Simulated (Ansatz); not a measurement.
# ZnS (Cm) in Ansatz: convergence with xc grid

Aim: find how far xc grid must go before the results for ZnS settle, at PBE. This setting moves, with any that are tied to it; all else stays.

All numbers are computed with Ansatz 0.2.0; they aren't measurements. Logs are shortened: lines on timing, memory, paths and dates and some standing lists are left out, and cuts for length are marked.

**1. The cell of the first run**

The typed cell holds 2 atoms: a = 3.821 Å, b = 3.821 Å, c = 3.821 Å, α = 60.00°, β = 60.00°, γ = 60.00°.

The cell isn't the ideal one: atoms moved at random, drawn with an rms of 0.05 Å.

**2. With xc grid 1**

Input file input.yaml:

```yaml
crystal:
  lattice:
    - [0.0, 2.702, 2.702]
    - [2.702, 0.0, 2.702]
    - [2.702, 2.702, 0.0]
  atoms:
    - { symbol: Zn, position: [0.739719, 0.743732, 0.747796] }
    - { symbol: S, position: [-0.009039, 0.011854, -0.011851] }
hamiltonian:
  xc: pbe
  pseudopotentials: { kind: nc }
kpoints:
  mp_grid: { grid: [6, 6, 6] }
scf:
  occupations: { method: cold, width: 0.05 }
output:
  forces: true
  stress: true
  eigenvalues: true
basis:
  xc_grid: 1
```

Potentials or basis: Ansatz NC with PseudoDojo standard (PBE files).

On the command line:

```
> ansatz run input.yaml --threads 2 --pin off --max-ram 5632MiB --backend cpu --events-out ev --progress --plain --runs-dir out
```

The program printed:

```text
Warning: RAYON_NUM_THREADS=2 ignored (pool sized by the plan → 2); use --threads N
Engine: ansatz 0.2.0, x86_64-unknown-linux-gnu
Pseudopotentials: kind: nc
Pseudopotential: Zn, nc, valence charge 20, recommended cutoff 1142.878222 eV (normal), Zn.nc.azcp
Pseudopotential: S, nc, valence charge 6, recommended cutoff 770 eV (normal), S.nc.azcp (PseudoDojo's, or run here from an input of PseudoDojo's: the run reads no file of this project's for it)
Functional definition: PBE
  parameter kappa = 0.804
  parameter beta = 0.06672455060314922
  exchange = pbe_x(kappa = kappa, mu = beta*pi^2/3)
  correlation = pbe_c(beta = beta)
Crystal: 2 atoms, lattice volume = 39.454 Å³
Basis set: ecut = 1142.878222 eV, 3479 PW (Γ)
Bands: 17, of which v1, the nominal top of the filled ones, is band 13 counted from 1 (12 counted from 0)
Symmetry: 1 space group operations
Space group: P1 (ITA 1), of the structure as read, at distance tolerance 3.4e-5 Å
k-points: 112 of 216 (time reversal used)
Non-local potential: Zn, projectors of the file, l = 0: 2, l = 1: 2, l = 2: 2, l = 3: 1
Non-local potential: S, projectors of the file, l = 0: 2, l = 1: 2, l = 2: 2
Initial density: superposition of atomic densities (chi_scale 0.1, normalization cell, long waves kept (reshape's long-wave potential 0.00 eV rms))
Initial wavefunctions: pseudopotential atomic-orbital guess
Functional: x = pbe(κ = 0.804, μ = 0.2195149727645171), c = pbe(β = 0.06672455060314922)
SCF iter   1: F=—  HF=-5988.686830 eV  |F-HF|=—  |Δ(HF+E_count)|=         —  Δρ=4.89e-2  dr2=4.74e-1  ethr=3.10e-3  ⟨swp⟩=6.3  Hψ=10951  notcnv=0
preconditioner: auto → none  [insulator: Δε(μ)=2.176 eV  Ē_g=12.649 eV  σ=0.050 eV  W_gap=1.00  n_scr=14 (ndim 8)  ℏωp=25.1 eV  f_vac=0.031  D(μ)=0.00/eV (n_scr^D=0)  ε∞_Penn≈4.9]
SCF iter   2: F=—  HF=-5988.577793 eV  |F-HF|=—  |Δ(HF+E_count)|=   1.09e-1  S|Δr|=    0.00e0  Δρ=1.60e-2  dr2=4.93e-2  ethr=1.82e-3  ⟨swp⟩=2.0  Hψ=4147  notcnv=0
SCF iter   3: F=—  HF=-5988.573077 eV  |F-HF|=—  |Δ(HF+E_count)|=   4.72e-3  S|Δr|=    0.00e0  Δρ=7.81e-3  dr2=1.06e-2  ethr=1.90e-4  ⟨swp⟩=2.5  Hψ=3959  notcnv=0
SCF iter   4: F=—  HF=-5988.573053 eV  |F-HF|=—  |Δ(HF+E_count)|=   2.38e-5  S|Δr|=    0.00e0  Δρ=1.25e-3  dr2=6.16e-4  ethr=4.06e-5  ⟨swp⟩=2.8  Hψ=3831  notcnv=0
SCF iter   5: F=—  HF=-5988.572982 eV  |F-HF|=—  |Δ(HF+E_count)|=   7.09e-5  S|Δr|=    0.00e0  Δρ=2.55e-4  dr2=9.30e-6  ethr=2.37e-6  ⟨swp⟩=2.4  Hψ=2837  notcnv=0
SCF iter   6: F=—  HF=-5988.573103 eV  |F-HF|=—  |Δ(HF+E_count)|=   1.20e-4  S|Δr|=    0.00e0  Δρ=3.76e-5  dr2=3.08e-7  ethr=3.58e-8  ⟨swp⟩=2.0  Hψ=2906  notcnv=0
SCF iter   7: F=-5988.573103 eV  HF=-5988.573103 eV  |F-HF|=5.47e-9  |Δ(HF+E_count)|=   1.30e-7  S|Δr|=    0.00e0  Δρ=4.69e-6  dr2=3.14e-9  ethr=3.85e-10  ⟨swp⟩=6.9  Hψ=9802  notcnv=0
SCF 1 converged in 7 iterations: F = -5988.573103 eV  dr2 = 3.14e-9
SCF converged after 7 iterations
Stability not checked: this state was not tested for a lower state beside it, because cold or Methfessel-Paxton smearing, or corrected tetrahedra, fill the levels in a way that the test cannot read (fill_not_monotonic; see scf.lower_state_search)
Free energy (F): -5988.573103 eV
Harris-Foulkes:  -5988.573103 eV  (|F-HF|=5.47e-9)
Internal energy: -5988.573103 eV  (E = F + TS)
E sigma→0 (E₀):  -5988.573103 eV
Fermi energy:    8.419609 eV
Step filling:    the computed levels leave a gap of 2.0716 eV = 41.4 smearing widths at the electron count; against every level under it full and every level over it empty, smearing changes F+E_penalty+E_count by +6.03e-193 meV and its σ→0 estimate by -3.72e-188 meV
--- Per-component energies (eV) ---
  E_band       = -633.046663
  E_kinetic    = 2620.866059
  E_local      = -6234.096097  (includes V_loc(G=0)·N_el)
  E_nonlocal   = -1269.741681
  E_hartree    = 2511.251443
  E_xc         = -697.498365
  E_vxc        = -772.579216  (∫ρ·V_xc dr)
  E_ewald      = -2919.354461
  E_smearing   = 0.000000  (= −TS)
  E_closure    = 0.000000  (closes the sum)
  Σ components = -5988.573103   (vs F -5988.573103, Δ=0.00e0)
--- Forces (eV/Å), atoms counted from 1 ---
  atom   1  Zn     0.16266917    -0.16180804     0.31727229
  atom   2  S     -0.16271181     0.16183490    -0.31718276
  max |Σ_I F_I| component: 8.95e-5 eV/Å
--- Stress (GPa, compression-positive) ---
        1.768146      -1.261716       0.635622
       -1.261716       1.768447      -0.639175
        0.635622      -0.639175       1.692123
  P = ⅓ Tr σ = 1.7429 GPa (17.429 kbar)
--- Band table (eV; the first three rows and the last of 112) ---
  k-point 0: bands = ["-117.5585", "-71.7209", "-71.7176", "-71.7169", "-5.8349", "0.9096", "0.9749", "1.0050", "1.4597", "1.4612", "7.2363", "7.3230", "7.3485", "9.4201", "13.6654", "13.6736", "13.7341"]
  k-point 1: bands = ["-117.5585", "-71.7209", "-71.7176", "-71.7169", "-5.6347", "0.9425", "0.9959", "1.0241", "1.4581", "1.4619", "5.6587", "6.9947", "7.1086", "10.5154", "13.6459", "14.0120", "14.1530"]
  k-point 2: bands = ["-117.5585", "-71.7209", "-71.7177", "-71.7170", "-5.1816", "1.0102", "1.0503", "1.1673", "1.4698", "1.4813", "3.4655", "6.5605", "6.7217", "10.7047", "14.1541", "14.4353", "15.1132"]
  k-point 111: bands = ["-117.5585", "-71.7209", "-71.7177", "-71.7170", "-4.9202", "1.0379", "1.0643", "1.4849", "1.5012", "1.6705", "2.1029", "6.3649", "6.5480", "10.5693", "14.0167", "14.3311", "16.1417"]
```

Wall time 20 s (2 threads of Intel Xeon at 2.50GHz (Skylake/Cascade Lake), shared host); peak memory 0.47 GiB.

Results:

| Quantity | Value |
| --- | --- |
| Free energy | -5988.5731 eV |
| Pressure | 1.7 GPa |
| Largest force | 0.392 eV/Å |
| Band gap on the k mesh | 2.07 eV, direct |

**3. With xc grid 2**

input.yaml, as its differences from that of step 2:

```diff
@@ -20,2 +20,2 @@
 basis:
-  xc_grid: 1
+  xc_grid: 2
```

Potentials or basis: Ansatz NC with PseudoDojo standard (PBE files).

On the command line:

```
> ansatz run input.yaml --threads 2 --pin off --max-ram 5632MiB --backend cpu --events-out ev --progress --plain --runs-dir out
```

Wall time 20 s (2 threads of Intel Xeon at 2.50GHz (Skylake/Cascade Lake), shared host); peak memory 0.49 GiB.

Results:

* Free energy: -5988.5731 eV
* Pressure: 1.7 GPa
* Largest force: 0.391 eV/Å
* Band gap on the k mesh: 2.07 eV, direct

**4. With xc grid 3**

input.yaml, as its differences from that of step 3:

```diff
@@ -20,2 +20,2 @@
 basis:
-  xc_grid: 2
+  xc_grid: 3
```

On the command line:

```
> ansatz run input.yaml --threads 2 --pin off --max-ram 5632MiB --backend cpu --events-out ev --progress --plain --runs-dir out
```

It took 20 s on 2 threads of Intel Xeon at 2.50GHz (Skylake/Cascade Lake), shared host; peak memory 0.55 GiB.

Results (log left out):

* Free energy: -5988.5731 eV
* Pressure: 1.7 GPa
* Largest force: 0.391 eV/Å
* Band gap on the k mesh: 2.07 eV, direct

**5. With xc grid 4**

input.yaml, as its differences from that of step 4:

```diff
@@ -20,2 +20,2 @@
 basis:
-  xc_grid: 3
+  xc_grid: 4
```

On the command line:

```
> ansatz run input.yaml --threads 2 --pin off --max-ram 5632MiB --backend cpu --events-out ev --progress --plain --runs-dir out
```

Run time: 23 s. Hardware: 2 threads of Intel Xeon at 2.50GHz (Skylake/Cascade Lake), shared host; peak memory 0.67 GiB.

Results (log left out):

```
Free energy            : -5988.5731 eV
Pressure               : 1.7 GPa
Largest force          : 0.391 eV/Å
Band gap on the k mesh : 2.07 eV, direct
```

**6. With xc grid 5**

input.yaml, as its differences from that of step 5:

```diff
@@ -20,2 +20,2 @@
 basis:
-  xc_grid: 4
+  xc_grid: 5
```

Potentials or basis: Ansatz NC with PseudoDojo standard (PBE files).

On the command line:

```
> ansatz run input.yaml --threads 2 --pin off --max-ram 5632MiB --backend cpu --events-out ev --progress --plain --runs-dir out
```

Wall time 25 s (2 threads of Intel Xeon at 2.50GHz (Skylake/Cascade Lake), shared host); peak memory 0.89 GiB.

Results (log left out):

| Quantity | Value |
| --- | --- |
| Free energy | -5988.5731 eV |
| Pressure | 1.7 GPa |
| Largest force | 0.391 eV/Å |
| Band gap on the k mesh | 2.07 eV, direct |

**7. Result**

```tsv
xc grid	energy less the tightest run, at zero smearing (meV/atom)	SCF cycles	CPU time (s)	peak memory (GiB)
1	0.00	7	39	0.47
2	0.00	7	39	0.49
3	0.00	7	40	0.55
4	0.00	7	44	0.67
5	0.00	7	48	0.89
```

Against the tightest run, the energy stays within 1 meV/atom from 1 on. The tightest run that finished is the yardstick and may itself not be fully converged.
